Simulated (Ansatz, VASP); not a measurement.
**Ru: VASP and Ansatz over several settings**

```
CELL_PARAMETERS angstrom
2.65056 0.00000 0.00000
-1.32528 2.29546 0.00000
0.00000 0.00000 4.19449
ATOMIC_POSITIONS crystal
Ru 0.66667 0.33333 0.75000
Ru 0.33333 0.66667 0.25000
```

Change from the starting cell: volume scaled by 0.94.

Single points on this cell with VASP 6.6.1 and Ansatz 0.2.0. Each row is one pair of runs. Alike in all rows: spin: off; k mesh: 11 × 11 × 6; smearing: fermi-dirac, width 0.05 eV; VASP's potentials, cutoff: VASP PAW PBE potentials, release 64 (Ru_pv), 520 eV.

```tsv
level	Ansatz's potentials, cutoff	gap on the k mesh at the Fermi level (eV), VASP	gap on the k mesh at the Fermi level (eV), Ansatz	pressure (GPa), VASP	pressure (GPa), Ansatz	largest component of the traceless stress (GPa), VASP	largest component of the traceless stress (GPa), Ansatz
PBE	Ansatz PAW, 420 eV	none	none	28.5	28.5	0.99	0.97
PBE	Ansatz PAW earlier set, 840 eV	none	none	28.5	28.4	0.99	0.94
PBE	PseudoDojo stringent (PBE files), 1143 eV	none	none	28.5	29.1	0.99	1.01
PBE	JTH PAW, 1800 eV	none	?	28.5	?	0.99	?
PBE	SPMS NC, 653 eV	none	none	28.5	29.4	0.99	1.02
PBE	PseudoDojo standard (PBE files), 1143 eV	none	none	28.5	29.1	0.99	1.01
PBE	Ansatz NC, 1143 eV	none	none	28.5	28.4	0.99	0.95
PBEsol	Ansatz PAW, 420 eV	none	none	16.6	16.6	0.66	0.64
```

Question: Fill in what Ansatz gave in row 4.

Answer: gap on the k mesh at the Fermi level (eV): none; pressure (GPa): 28.1; largest component of the traceless stress (GPa): 1.02.

A gap of «none» marks a metal or a gap that the smearing closes.

Caveats: the PAW data sets were made with another functional, which shifts forces and pressure a little (VASP); the PAW data sets come from PBE, with cores solved anew for the run's functional, which leaves a small shift of forces and pressure (Ansatz).
